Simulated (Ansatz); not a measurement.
# Band structure of MgTe

```
Mg Te
1.0
     4.54000    0.00000    0.00000
    -2.27000    3.93176    0.00000
     0.00000    0.00000    7.39500
Mg Te
2 2
Direct
  0.33333 0.66667 0.00000
  0.66667 0.33333 0.50000
  0.33333 0.66667 0.37000
  0.66667 0.33333 0.87000
```

Atom numbers follow the list: Mg1, Mg2, Te3, Te4.

The cell is COD entry 1538744, as deposited and not checked against the literature; nothing was relaxed.

No spin–orbit coupling, which matters for the heavy atoms here.

Theory: Ansatz 0.2.0, DFT, PBEsol, all-electron LAPW, scalar-relativistic.

Settings: a Γ-centred 10×10×6 k mesh, Fermi–Dirac smearing of 0.05 eV, basis error target 1 meV/atom, no spin polarisation.

Points in fractions of the reciprocal vectors of this cell: Γ (0, 0, 0), M (0.5, 0, 0), K (0.333, 0.333, 0), A (0, 0, 0.5), L (0.5, 0, 0.5), H (0.333, 0.333, 0.5). The path runs Γ–M–K–Γ–A–L–H–A–L. Energies are in eV from the top of the valence band; (×n) counts levels within 4 meV of each other, which need not be degenerate by symmetry.

Is there a gap, and where are the band edges?

2.42 eV, direct at Γ.

List the levels between -5 and 5 eV at the symmetry points.


Γ: -3.42, -0.50 (×2), -0.09, 0.00 (×2), 2.42, 2.97
M: -3.16, -2.67, -2.10, -1.26, -1.12, -0.44, 3.09, 3.82, 4.14
K: -2.61 (×2), -2.45, -1.53 (×2), -1.41, 3.32
A: -2.14 (×2), -0.26 (×4), 3.46 (×2)
L: -3.26 (×2), -0.98 (×2), -0.90 (×2), 3.12 (×2), 4.22 (×2)
H: -3.03 (×2), -2.01 (×2), -0.70 (×2), 3.82 (×2), 4.98 (×2)
